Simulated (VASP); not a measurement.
Consider the following.

```
CELL_PARAMETERS angstrom
      2.69000     0.00000     0.00000
      0.00000     2.69000     0.00000
      0.00000     0.00000     3.70000
ATOMIC_POSITIONS crystal
  Co 0.00000 0.00000 0.00000
  Pt 0.50000 0.50000 0.50000
```
Starting moments (μB, in the order of the record's atoms Co Pt): 2.0 0.0.

The numbers are results of PBE GGA, VASP's PBE PAW potentials (set 64) (plane waves; VASP), not measurements. Run with 400 eV cut-off, 5×5×4 Γ-centred mesh, first-order Methfessel-Paxton smearing of 0.10 eV, potentials Co Pt.

Q: Give the stress tensor in GPa (positive for a compressed cell).

A: 
```
3.31  0.00  0.00
0.00  3.31  0.00
0.00  0.00  0.19
```
The pressure is its mean diagonal, 2.27 GPa.

The compound is CoPt in the L1_0 structure. The cell was not relaxed at this level. The k-mesh is coarse (spacing up to 0.47 per Å, 2π included), so the numbers may not be converged in it. The run is one of a series of settings (KPOINTS 5×5×4 Γ-centred mesh against the base run), some of them coarse on purpose.
